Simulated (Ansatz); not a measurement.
One structure type (Fm-3m), one member withheld

Level of theory: DFT, PBE, all-electron LAPW, scalar-relativistic in Ansatz 0.2.0.

All cells have space group Fm-3m and are held fixed (conventional cell and sites). Prototypes and MP cells are computed structures that needn't be known or stable phases of these compounds. Gaps are the smallest over the k mesh and a high-symmetry path; Bader charges come from PAW runs of the same cells. Open d or f shells run without spin or U come out metallic where the real compound may not be. Semilocal functionals give too small gaps and can close them; gaps under 0.4 eV may also close off the mesh. Rows with a moment start ferromagnetic; other orders may lie lower, and can open a gap.

Spin–orbit coupling is left out, though it moves levels of the heavy atoms by tenths of an eV or more.

Ir: a = 3.85 Å, b = 3.85 Å, c = 3.85 Å; Ir 4a (0.000 0.000 0.000); 18×18×18 mesh, smearing 0.03 eV, MP-relaxed cell mp-101
Cr: a = 3.62 Å, b = 3.62 Å, c = 3.62 Å; Cr 4a (0.000 0.000 0.000); 20×20×20 mesh, smearing 0.05 eV, fcc type, relaxed by us
I: a = 5.20 Å, b = 5.20 Å, c = 5.20 Å; I 4a (0.000 0.000 0.000); 14×14×14 mesh, smearing 0.08 eV, fcc type, relaxed by us
H: a = 2.28 Å, b = 2.28 Å, c = 2.28 Å; H 4a (0.000 0.000 0.000); 20×20×20 mesh, smearing 0.05 eV, fcc type, relaxed by us
Li: a = 4.40 Å, b = 4.40 Å, c = 4.40 Å; Li 4a (0.000 0.000 0.000); 16×16×16 mesh, smearing 0.05 eV, COD 9008473, reported
V: a = 3.79 Å, b = 3.79 Å, c = 3.79 Å; V 4a (0.000 0.000 0.000); 15×15×15 mesh, smearing 0.08 eV, COD 1534881, reported

```tsv
compound	P (GPa)	gap (eV)	cell moment (μB)
Ir	4.6	none	unpolarised run
Cr	0.0	none	0.0
I	0.0	none	unpolarised run
Li	-0.7	none	unpolarised run
V	3.9	none	0.0
```

**Question.** Predict the row of H (its pressure aside) (no spin polarisation).

**Answer.** Gap (eV): none.
